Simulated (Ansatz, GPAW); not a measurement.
Given: the input of a run of Ansatz 0.2.0 on TaN. 

Contents of input.yaml:

```yaml
crystal:
  lattice:
    - [0.0, 2.17900131, 2.17900131]
    - [2.17900131, 0.0, 2.17900131]
    - [2.17900131, 2.17900131, 0.0]
  atoms:
    - { symbol: Ta, position: [0.5, 0.5, 0.5], spin: 0.06 }
    - { symbol: "N", position: [0.0, 0.0, 0.0] }
hamiltonian:
  xc: pbesol
  pseudopotentials: { kind: paw }
magnetization:
  spin_polarized: true
kpoints:
  mp_grid: { grid: [7, 7, 7] }
scf:
  occupations: { method: gaussian, width: 0.05 }
output:
  forces: true
  stress: true
  eigenvalues: true
  write_density: true
  write_potential: true
  elf: true
  volumetric_format: npy
```

Potentials or basis: Ansatz PAW.

Run with:

```bash
$ ansatz run input.yaml --threads 2 --pin off --max-ram 5632MiB --backend cpu --events-out ev --progress --plain --runs-dir out
```

Problem. Set up the same calculation for GPAW 26.7.0 (ASE script). Potentials or basis there: PAW data sets generated for this functional, cutoff 800 eV.

Solution. As run (cutoffs and basis follow the program's own potentials, and thresholds, step limits or extra output files can differ):

Contents of run.py:

```python
from ase.dft.bandgap import bandgap
from ase.io import read, write
from ase.units import Bohr, GPa
from gpaw import GPAW, PW, setup_paths
from gpaw.elf import elf_from_dft_calculation

setup_paths.insert(0, '.')

atoms = read('POSCAR')
atoms.set_initial_magnetic_moments([0.06, 0.0])

calc = GPAW(mode=PW(800),
            xc='PBEsol',
            kpts={'size': (7, 7, 7), 'gamma': True},
            occupations={'name': 'methfessel-paxton', 'order': 0, 'width': 0.05},
            nbands=19,
            convergence={'density': 1e-05, 'energy': 1e-05},
            maxiter=150,
            txt='gpaw.txt')
atoms.calc = calc
energy = atoms.get_potential_energy()
forces = atoms.get_forces()
stress = atoms.get_stress()
calc.write('gs.gpw')
write('result.traj', atoms)
print(f'Energy: {energy:.6f} eV')
print('Forces (eV/A):')
print(forces.round(4))
print('Stress (GPa):', (stress / GPa).round(3))
print('Moments:', calc.get_magnetic_moments().round(3))
print('Fermi level:', round(calc.get_fermi_level(), 4), 'eV')
print(f'Gap: {bandgap(calc)[0]:.4f} eV, direct: {bandgap(calc, direct=True)[0]:.4f} eV')

# fields on the real-space grid
write('density.cube', atoms, data=calc.get_pseudo_density() * Bohr**3)
write('potential.cube', atoms, data=calc.get_electrostatic_potential())
write('spin.cube', atoms, data=(calc.get_pseudo_density(spin=0) - calc.get_pseudo_density(spin=1)) * Bohr**3)
write('elf.cube', atoms, data=elf_from_dft_calculation(calc).data)
```

Contents of POSCAR:

```
TaN
1.0
    0.0000000000      2.1790013100      2.1790013100
    2.1790013100      0.0000000000      2.1790013100
    2.1790013100      2.1790013100      0.0000000000
Ta N
1 1
Direct
    0.5000000000      0.5000000000      0.5000000000
    0.0000000000      0.0000000000      0.0000000000
```

Potentials or basis: PAW data sets generated in the run's folder for this functional, pw.

Run with:

```sh
$ gpaw-setup -f PBEsol N Ta
$ OMP_NUM_THREADS=1 python run.py
```

Both were run:

|  | Ansatz | GPAW |
| --- | --- | --- |
| Pressure | 4.3 GPa | 4.0 GPa |
| Net moment | 0.00 μB per cell | 0.00 μB per cell |

Ansatz's pressure holds a Pulay term of +0.53 GPa for its cutoff of 420 eV, which the other run lacks.

Ansatz's potentials were made for PBE.

Where Ansatz's input types no cutoff or centring, it takes its own default and a Γ-centred mesh.

The magnetic state is the one that the start led to; the real crystal's order can differ.

Pressure is positive in compression.
